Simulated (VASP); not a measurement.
# CdSe in VASP: one cell, several levels of theory, part 3 of 3

VASP 6.6.1, plane waves, PAW. The steps go on from the part before.

## (5) PBEsol

The input, INCAR:

```
ENCUT = 520.000000
SIGMA = 0.010000
EDIFF = 1.00e-07
GGA = PS
PREC = Accurate
IBRION = -1
ISIF = 2
ISMEAR = 0
NBANDS = 16
NELM = 120
NSW = 0
LASPH = .TRUE.
LCHARG = .TRUE.
LELF = .TRUE.
LWAVE = .FALSE.
LREAL = .FALSE.
```

The input, KPOINTS:

```
KPOINTS created by Atomic Simulation Environment
0
Gamma
8 8 8
0 0 0
```

The input, KPOINTS_OPT:

```
special points
6
Reciprocal
0.0000000000 0.0000000000 0.0000000000 1
0.5000000000 0.0000000000 0.5000000000 1
0.5000000000 0.2500000000 0.7500000000 1
0.3750000000 0.3750000000 0.7500000000 1
0.5000000000 0.5000000000 0.5000000000 1
0.6250000000 0.2500000000 0.6250000000 1
```

The input, POSCAR:

```
Cd Se
 1.0000000000000000
    -0.0000000000000000    3.0677809653893693    3.0677809653893693
     3.0677809653893693    0.0000000000000000    3.0677809653893693
     3.0677809653893693    3.0677809653893693    0.0000000000000000
 Cd  Se
   1   1
Cartesian
  0.0000000000000000  0.0000000000000000  0.0000000000000000
  1.5338904826946846  1.5338904826946846  1.5338904826946846
```

The run uses the recommended PBE PAW datasets (18 valence electrons a neutral cell).

Command:

```
> mpirun -np 1 vasp_std
```

Printed to the terminal (iteration lines stand in OSZICAR):

```text
POSCAR found type information on POSCAR CdSe
 POSCAR found :  2 types and       2 ions
 -----------------------------------------------------------------------------
|                                                                             |
|                                                                             |
|     You enforced a specific xc type in the INCAR file but a different       |
|     I HOPE YOU KNOW WHAT YOU ARE DOING!                                     |
|                                                                             |
 -----------------------------------------------------------------------------

 LDA part: xc-table for (Slater+PW92), standard interpolation
 POSCAR, INCAR and KPOINTS ok, starting setup
 FFT: planning ... GRIDC
 FFT: planning ... GRID_SOFT
 FFT: planning ... GRID
 WAVECAR not read
 entering main loop
 Start KPOINTS_OPT (optional k-point list driver)
k-point batch [1-6\6]
```

OSZICAR:

```text
N       E                     dE             d eps       ncg     rms          rms(c)
DAV:   1     0.105305934844E+03    0.10531E+03   -0.87472E+03   952   0.100E+03
DAV:   2    -0.256616698350E+01   -0.10787E+03   -0.10197E+03  1168   0.247E+02
DAV:   3    -0.653907379114E+01   -0.39729E+01   -0.39672E+01  1072   0.491E+01
DAV:   4    -0.655574411796E+01   -0.16670E-01   -0.16670E-01  1216   0.321E+00
DAV:   5    -0.655584695975E+01   -0.10284E-03   -0.10284E-03  1080   0.217E-01    0.562E+00
DAV:   6    -0.619759001589E+01    0.35826E+00   -0.57646E-01  1360   0.959E+00    0.458E+00
DAV:   7    -0.617518962108E+01    0.22400E-01   -0.12500E-01  1048   0.242E+00    0.210E+00
DAV:   8    -0.617386153429E+01    0.13281E-02   -0.12500E-02  1104   0.135E+00    0.215E-01
DAV:   9    -0.617377196653E+01    0.89568E-04   -0.13270E-03  1160   0.480E-01    0.431E-02
DAV:  10    -0.617379513110E+01   -0.23165E-04   -0.14127E-04  1144   0.151E-01    0.384E-02
DAV:  11    -0.617382150585E+01   -0.26375E-04   -0.45736E-05  1152   0.487E-02    0.170E-02
DAV:  12    -0.617382104870E+01    0.45715E-06   -0.13942E-06  1080   0.146E-02    0.895E-03
DAV:  13    -0.617382128979E+01   -0.24109E-06   -0.12935E-06  1160   0.715E-03    0.298E-03
DAV:  14    -0.617382126199E+01    0.27802E-07   -0.73735E-08   880   0.174E-03
   1 F= -.61738213E+01 E0= -.61738213E+01  d E =-.243544E-62
       N       E                     dE             ncg
DAV:   1     0.109844281833E+04   -0.30733E+04      200
DAV:   2     0.477897035645E+03   -0.62055E+03      232
DAV:   3     0.454893391424E+03   -0.23004E+02      248
DAV:   4     0.454807045491E+03   -0.86346E-01      240
DAV:   5     0.454806430675E+03   -0.61482E-03      256
DAV:   6     0.454806422367E+03   -0.83084E-05      240
DAV:   7     0.454806422221E+03   -0.14618E-06      248
DAV:   8     0.454806422219E+03   -0.20926E-08      184
```

OUTCAR, selected sections:

```text
k-points           NKPTS =     29   k-points in BZ     NKDIM =     29   number of bands    NBANDS=     16

   NELECT =      18.0000    total number of electrons

   dimension x,y,z NGX =    32 NGY =   32 NGZ =   32
   dimension x,y,z NGXF=    64 NGYF=   64 NGZF=   64

  energy-cutoff  :      520.00
  volume of cell :       57.74
      direct lattice vectors                 reciprocal lattice vectors
     0.000000000  3.067780965  3.067780965    -0.162984257  0.162984257  0.162984257
     3.067780965  0.000000000  3.067780965     0.162984257 -0.162984257  0.162984257
     3.067780965  3.067780965  0.000000000     0.162984257  0.162984257 -0.162984257

 k-points in reciprocal lattice and weights: KPOINTS created by Atomic Simulation Env
   0.00000000  0.00000000  0.00000000       0.002
   0.12500000  0.00000000  0.00000000       0.016
   0.25000000  0.00000000  0.00000000       0.016
   0.37500000  0.00000000  0.00000000       0.016
   0.50000000  0.00000000  0.00000000       0.008
   0.12500000  0.12500000  0.00000000       0.012
   0.25000000  0.12500000  0.00000000       0.047
   0.37500000  0.12500000  0.00000000       0.047
[... 21 more k-points ...]

 E-fermi :   0.7239

 k-point     1 :       0.0000    0.0000    0.0000
  band No.  band energies     occupation
      1     -11.8713      2.00000
      2      -7.2181      2.00000
      3      -7.2181      2.00000
      4      -7.2181      2.00000
      5      -6.8645      2.00000
      6      -6.8645      2.00000
      7       0.6082      2.00000
      8       0.6082      2.00000
      9       0.6082      2.00000
     10       1.0393      0.00000
     11       6.4619      0.00000
     12       6.4619      0.00000
     13       6.4619      0.00000
     14      10.0995      0.00000
     15      11.6122      0.00000
     16      11.6122      0.00000

 k-point     2 :       0.1250    0.0000    0.0000
  band No.  band energies     occupation
      1     -11.8199      2.00000
      2      -7.2018      2.00000
      3      -7.2018      2.00000
      4      -7.1723      2.00000
      5      -6.8654      2.00000
      6      -6.8654      2.00000
      7      -0.6260      2.00000
      8       0.4872      2.00000
      9       0.4872      2.00000
     10       2.0743      0.00000
     11       6.2309      0.00000
     12       6.6598      0.00000
     13       6.6598      0.00000
     14      10.8239      0.00000
     15      10.8239      0.00000
     16      10.8355      0.00000

 k-point     3 :       0.2500    0.0000    0.0000
  band No.  band energies     occupation
      1     -11.6943      2.00000
      2      -7.1664      2.00000
      3      -7.1664      2.00000
      4      -7.0174      2.00000
      5      -6.8626      2.00000
      6      -6.8626      2.00000
      7      -2.0387      2.00000
      8       0.2201      2.00000
      9       0.2201      2.00000
     10       2.7634      0.00000
     11       6.4268      0.00000
     12       6.9695      0.00000
     13       6.9695      0.00000
     14      10.5156      0.00000
     15      10.5745      0.00000
     16      10.5745      0.00000

 k-point     4 :       0.3750    0.0000    0.0000
  band No.  band energies     occupation
      1     -11.5670      2.00000
      2      -7.1383      2.00000
      3      -7.1383      2.00000
      4      -6.8507      2.00000
      5      -6.8507      2.00000
      6      -6.7579      2.00000
      7      -3.1962      2.00000
      8      -0.0206      2.00000
      9      -0.0206      2.00000
     10       2.8823      0.00000
     11       7.0084      0.00000
     12       7.0084      0.00000
     13       7.3191      0.00000
     14      10.2108      0.00000
     15      11.4349      0.00000
     16      11.4349      0.00000

 k-point     5 :       0.5000    0.0000    0.0000
  band No.  band energies     occupation
      1     -11.5140      2.00000
      2      -7.1293      2.00000
      3      -7.1293      2.00000
      4      -6.8425      2.00000
      5      -6.8425      2.00000
      6      -6.5908      2.00000
      7      -3.6895      2.00000
      8      -0.1144      2.00000
      9      -0.1144      2.00000
     10       2.8644      0.00000
     11       6.9639      0.00000
     12       6.9639      0.00000
     13       7.8158      0.00000
     14      10.4085      0.00000
     15      12.5958      0.00000
     16      12.5958      0.00000

 k-point     6 :       0.1250    0.1250    0.0000
  band No.  band energies     occupation
      1     -11.8028      2.00000
      2      -7.1861      2.00000
      3      -7.1861      2.00000
      4      -7.1778      2.00000
      5      -6.8752      2.00000
      6      -6.8564      2.00000
      7      -0.6696      2.00000
      8       0.2811      2.00000
      9       0.2811      2.00000
     10       2.4332      0.00000
     11       5.7531      0.00000
     12       6.9460      0.00000
     13       6.9460      0.00000
     14       9.6779      0.00000
     15      11.3170      0.00000
     16      11.7476      0.00000

 k-point     7 :       0.2500    0.1250    0.0000
  band No.  band energies     occupation
      1     -11.7021      2.00000
      2      -7.1623      2.00000
      3      -7.1483      2.00000
      4      -7.0664      2.00000
      5      -6.8769      2.00000
      6      -6.8488      2.00000
      7      -1.7044      2.00000
      8      -0.0292      2.00000
      9       0.0042      2.00000
     10       3.1920      0.00000
     11       5.5416      0.00000
     12       7.1960      0.00000
     13       7.3957      0.00000
     14       9.3007      0.00000
     15      11.5189      0.00000
     16      11.8561      0.00000

 k-point     8 :       0.3750    0.1250    0.0000
  band No.  band energies     occupation
      1     -11.5757      2.00000
      2      -7.1345      2.00000
      3      -7.1162      2.00000
      4      -6.9101      2.00000
      5      -6.8402      2.00000
      6      -6.7912      2.00000
      7      -2.8390      2.00000
      8      -0.3543      2.00000
      9      -0.2571      2.00000
     10       3.5037      0.00000
     11       6.0909      0.00000
     12       7.1569      0.00000
     13       7.5173      0.00000
     14      10.1066      0.00000
     15      11.4895      0.00000
     16      12.0420      0.00000

[... the tables of k-points 9 to 29 left out ...]

  Total       -0.3597503     -0.3597503     -0.3597503     -0.0000000     -0.0000000      0.0000000
  in kB       -9.9817951     -9.9817951     -9.9817951     -0.0000000     -0.0000000      0.0000000
  external PRESSURE =      -9.9817951 kB  Pullay stress =       0.0000000 kB

 POSITION                                       TOTAL-FORCE (eV/Angst)
 -----------------------------------------------------------------------------------
      0.00000      0.00000      0.00000        -0.000000     -0.000000     -0.000000
      1.53389      1.53389      1.53389         0.000000      0.000000      0.000000
 -----------------------------------------------------------------------------------
    total drift:                               -0.000000     -0.000000     -0.000000

  FREE ENERGIE OF THE ION-ELECTRON SYSTEM (eV)
  ---------------------------------------------------
  free  energy   TOTEN  =        -6.1738212620 eV

  energy  without entropy=       -6.1738212620  energy(sigma->0) =       -6.17382126
```

Hardware: 1 MPI rank of Intel Xeon Platinum 8488C, shared host.

The levels at the points of KPOINTS_OPT are read from vasprun.xml.

Levels at the named points, in eV from the top of band v (v: the last filled band by count, c: the next):

```tsv
point	v−1	v	c	c+1
Γ	0.00	0.00	0.43	5.85
X	-1.79	-1.79	3.05	3.65
W	-2.17	-2.14	4.88	5.10
K	-2.45	-1.47	3.60	5.02
L	-0.72	-0.72	2.26	6.36
U	-2.45	-1.47	3.60	5.02
```

The PBEsol gap is 0.43 eV, direct at Γ. The pressure is -1.00 GPa; the forces vanish within 0.01 eV/Å.

## (6) PBE+SOC at this geometry

The input, INCAR:

```
ENCUT = 520.000000
SIGMA = 0.020000
EDIFF = 1.00e-07
GGA = PE
PREC = Accurate
IBRION = -1
ISIF = 2
ISMEAR = -1
NBANDS = 29
NELM = 120
NSW = 0
LASPH = .TRUE.
LCHARG = .FALSE.
LWAVE = .FALSE.
LSORBIT = .TRUE.
GGA_COMPAT = .FALSE.
LREAL = .FALSE.
MAGMOM = 0.0 0.0 0.0 0.0 0.0 0.0
```

KPOINTS is that of step 5.

KPOINTS_OPT is that of step 5.

POSCAR is that of step 5.

Command:

```
> mpirun -np 1 vasp_ncl
```

Printed to the terminal (iteration lines stand in OSZICAR):

```text
POSCAR found type information on POSCAR CdSe
 POSCAR found :  2 types and       2 ions
 LDA part: xc-table for (Slater+PW92), standard interpolation
 POSCAR, INCAR and KPOINTS ok, starting setup
 FFT: planning ... GRIDC
 FFT: planning ... GRID_SOFT
 FFT: planning ... GRID
 WAVECAR not read
 entering main loop
 Start KPOINTS_OPT (optional k-point list driver)
k-point batch [1-6\6]
```

OSZICAR:

```text
N       E                     dE             d eps       ncg     rms          rms(c)
DAV:   1     0.119921884874E+03    0.11992E+03   -0.84665E+03  2502   0.111E+03
DAV:   2     0.430582628230E+00   -0.11949E+03   -0.11429E+03  2749   0.285E+02
DAV:   3    -0.586778766800E+01   -0.62984E+01   -0.62540E+01  2921   0.655E+01
DAV:   4    -0.591645871908E+01   -0.48671E-01   -0.48645E-01  2714   0.556E+00
DAV:   5    -0.591674175124E+01   -0.28303E-03   -0.28303E-03  2925   0.397E-01    0.603E+00
DAV:   6    -0.555471777213E+01    0.36202E+00   -0.50843E-01  2996   0.968E+00    0.478E+00
DAV:   7    -0.553690362420E+01    0.17814E-01   -0.19589E-01  2684   0.307E+00    0.210E+00
DAV:   8    -0.553750929040E+01   -0.60567E-03   -0.16810E-02  2804   0.169E+00    0.534E-01
DAV:   9    -0.553747128669E+01    0.38004E-04   -0.87960E-04  2849   0.410E-01    0.193E-01
DAV:  10    -0.553762991737E+01   -0.15863E-03   -0.56842E-04  2824   0.267E-01    0.429E-02
DAV:  11    -0.553770040535E+01   -0.70488E-04   -0.15939E-04  2845   0.182E-01    0.360E-02
DAV:  12    -0.553771267776E+01   -0.12272E-04   -0.37229E-05  2864   0.547E-02    0.760E-03
DAV:  13    -0.553771242482E+01    0.25294E-06   -0.21765E-06  2857   0.102E-02    0.298E-03
DAV:  14    -0.553771270952E+01   -0.28470E-06   -0.91350E-07  2864   0.578E-03    0.278E-03
DAV:  15    -0.553771277355E+01   -0.64033E-07   -0.26964E-08  2214   0.160E-03
   1 F= -.55377128E+01 E0= -.55377127E+01  d E =-.483538E-07  mag=     0.0000    -0.0000     0.0000
       N       E                     dE             ncg
DAV:   1     0.329475151538E+03   -0.27211E+04      356
DAV:   2    -0.392815356818E+03   -0.72229E+03      386
DAV:   3    -0.428016710826E+03   -0.35201E+02      422
DAV:   4    -0.428268186399E+03   -0.25148E+00      363
DAV:   5    -0.428269809968E+03   -0.16236E-02      417
DAV:   6    -0.428269830198E+03   -0.20230E-04      388
DAV:   7    -0.428269830563E+03   -0.36572E-06      422
DAV:   8    -0.428269830571E+03   -0.75062E-08      305
```

Parts of OUTCAR:

```text
k-points           NKPTS =     43   k-points in BZ     NKDIM =     43   number of bands    NBANDS=     29

   NELECT =      18.0000    total number of electrons

   dimension x,y,z NGX =    32 NGY =   32 NGZ =   32
   dimension x,y,z NGXF=    64 NGYF=   64 NGZF=   64

  energy-cutoff  :      520.00
  volume of cell :       57.74
      direct lattice vectors                 reciprocal lattice vectors
     0.000000000  3.067780965  3.067780965    -0.162984257  0.162984257  0.162984257
     3.067780965  0.000000000  3.067780965     0.162984257 -0.162984257  0.162984257
     3.067780965  3.067780965  0.000000000     0.162984257  0.162984257 -0.162984257

 k-points in reciprocal lattice and weights: KPOINTS created by Atomic Simulation Env
   0.00000000  0.00000000  0.00000000       0.002
   0.12500000  0.00000000  0.00000000       0.008
  -0.12500000  0.00000000  0.00000000       0.008
   0.25000000  0.00000000  0.00000000       0.008
  -0.25000000  0.00000000  0.00000000       0.008
   0.37500000  0.00000000  0.00000000       0.008
  -0.37500000  0.00000000  0.00000000       0.008
   0.50000000  0.00000000  0.00000000       0.008
[... 35 more k-points ...]

 E-fermi :   1.0812

 k-point     1 :       0.0000    0.0000    0.0000
  band No.  band energies     occupation
      1     -11.7125      1.00000
      2     -11.7125      1.00000
      3      -7.4027      1.00000
      4      -7.4027      1.00000
      5      -7.4027      1.00000
      6      -7.4027      1.00000
      7      -6.8755      1.00000
      8      -6.8755      1.00000
      9      -6.6025      1.00000
     10      -6.6025      1.00000
     11      -6.6025      1.00000
     12      -6.6025      1.00000
     13       0.4984      1.00000
     14       0.4984      1.00000
     15       0.8559      0.99999
     16       0.8559      0.99999
     17       0.8559      0.99999
     18       0.8559      0.99999
     19       1.2925      0.00003
     20       1.2925      0.00003
     21       6.4033      0.00000
     22       6.4033      0.00000
     23       6.7975      0.00000
     24       6.7975      0.00000
     25       6.7975      0.00000
     26       6.7975      0.00000
     27      10.4182      0.00000
     28      10.4182      0.00000
     29      11.7776      0.00000

 k-point     2 :       0.1250    0.0000    0.0000
  band No.  band energies     occupation
      1     -11.6622      1.00000
      2     -11.6622      1.00000
      3      -7.4090      1.00000
      4      -7.3840      1.00000
      5      -7.3685      1.00000
      6      -7.3685      1.00000
      7      -6.8490      1.00000
      8      -6.8490      1.00000
      9      -6.6089      1.00000
     10      -6.6020      1.00000
     11      -6.6020      1.00000
     12      -6.5764      1.00000
     13      -0.4686      1.00000
     14      -0.4686      1.00000
     15       0.5065      1.00000
     16       0.5065      1.00000
     17       0.7269      1.00000
     18       0.7450      1.00000
     19       2.2941      0.00000
     20       2.2941      0.00000
     21       6.3916      0.00000
     22       6.3916      0.00000
     23       6.7912      0.00000
     24       6.7912      0.00000
     25       6.9930      0.00000
     26       6.9944      0.00000
     27      11.0108      0.00000
     28      11.0282      0.00000
     29      11.0293      0.00000

 k-point     3 :      -0.1250    0.0000    0.0000
  band No.  band energies     occupation
      1     -11.6622      1.00000
      2     -11.6622      1.00000
      3      -7.4090      1.00000
      4      -7.3840      1.00000
      5      -7.3685      1.00000
      6      -7.3685      1.00000
      7      -6.8490      1.00000
      8      -6.8490      1.00000
      9      -6.6089      1.00000
     10      -6.6020      1.00000
     11      -6.6020      1.00000
     12      -6.5764      1.00000
     13      -0.4686      1.00000
     14      -0.4686      1.00000
     15       0.5065      1.00000
     16       0.5065      1.00000
     17       0.7269      1.00000
     18       0.7450      1.00000
     19       2.2941      0.00000
     20       2.2941      0.00000
     21       6.3916      0.00000
     22       6.3916      0.00000
     23       6.7912      0.00000
     24       6.7912      0.00000
     25       6.9930      0.00000
     26       6.9944      0.00000
     27      11.0139      0.00000
     28      11.0282      0.00000
     29      11.0479      0.00000

 k-point     4 :       0.2500    0.0000    0.0000
  band No.  band energies     occupation
      1     -11.5394      1.00000
      2     -11.5394      1.00000
      3      -7.4014      1.00000
      4      -7.3661      1.00000
      5      -7.2695      1.00000
      6      -7.2695      1.00000
      7      -6.7866      1.00000
      8      -6.7866      1.00000
      9      -6.5890      1.00000
     10      -6.5710      1.00000
     11      -6.5710      1.00000
     12      -6.5427      1.00000
     13      -1.8674      1.00000
     14      -1.8674      1.00000
     15       0.2367      1.00000
     16       0.2367      1.00000
     17       0.4587      1.00000
     18       0.4833      1.00000
     19       2.9868      0.00000
     20       2.9868      0.00000
     21       6.6512      0.00000
     22       6.6512      0.00000
     23       7.0648      0.00000
     24       7.0648      0.00000
     25       7.2897      0.00000
     26       7.2900      0.00000
     27      10.7756      0.00000
     28      10.7759      0.00000
     29      10.7773      0.00000

[... the tables of k-points 5 to 43 left out ...]

  Total        0.6058171      0.6058171      0.6058171     -0.0000000     -0.0000000      0.0000000
  in kB       16.8092794     16.8092794     16.8092794     -0.0000000     -0.0000000      0.0000000
  external PRESSURE =      16.8092794 kB  Pullay stress =       0.0000000 kB

 POSITION                                       TOTAL-FORCE (eV/Angst)
 -----------------------------------------------------------------------------------
      0.00000      0.00000      0.00000        -0.000000     -0.000000     -0.000000
      1.53389      1.53389      1.53389         0.000000      0.000000      0.000000
 -----------------------------------------------------------------------------------
    total drift:                                0.000000      0.000000      0.000000

  FREE ENERGIE OF THE ION-ELECTRON SYSTEM (eV)
  ---------------------------------------------------
  free  energy   TOTEN  =        -5.5377127736 eV

  energy  without entropy=       -5.5377127252  energy(sigma->0) =       -5.53771275
```

Hardware: 1 MPI rank of Intel Xeon Platinum 8488C, shared host.

The levels at the points of KPOINTS_OPT are read from vasprun.xml.

Near the gap, in eV above the top of the last filled band v; c is the band after it:

```tsv
point	v−2	v	c	c+2
Γ	0.00	0.00	0.44	5.55
X	-1.95	-1.82	3.07	3.61
W	-2.21	-2.18	4.71	5.09
K	-2.50	-1.56	3.58	4.93
L	-0.95	-0.72	2.24	6.23
U	-2.50	-1.56	3.58	4.93
```

PBE+SOC gives a direct gap of 0.44 eV at Γ. The pressure is 1.68 GPa; the forces vanish within 0.01 eV/Å.

## (7) Summary

What follows sums up all 3 parts.

```
  level  gap (eV)  pressure (GPa)  Ansatz: gap (eV)  Ansatz: pressure (GPa)
    PBE      0.55            1.69              0.56                    1.41
 r2SCAN      1.03            0.19              1.04                   -0.05
    LDA      0.31           -2.79              0.28                   -3.16
 PBEsol      0.43           -1.00              0.43                   -1.30
PBE+SOC      0.44            1.68              0.44                    1.37
```

**Reading.** The gap runs from 0.31 eV (LDA) to 1.03 eV (r2SCAN). Spin-orbit coupling changes the PBE gap by -0.11 eV. Leaving spin-orbit runs aside: The pressure is highest with PBE (1.7 GPa) and lowest with LDA (-2.8 GPa), which orders the cells that they would relax to. The two programs agree on the gap within 0.04 eV, far less than the spread between functionals. The two codes have different PAW datasets and cutoffs. VASP's cell holds 18 valence electrons and Ansatz's 36. LDA means the Perdew–Zunger form in VASP and the Perdew–Wang form in Ansatz.
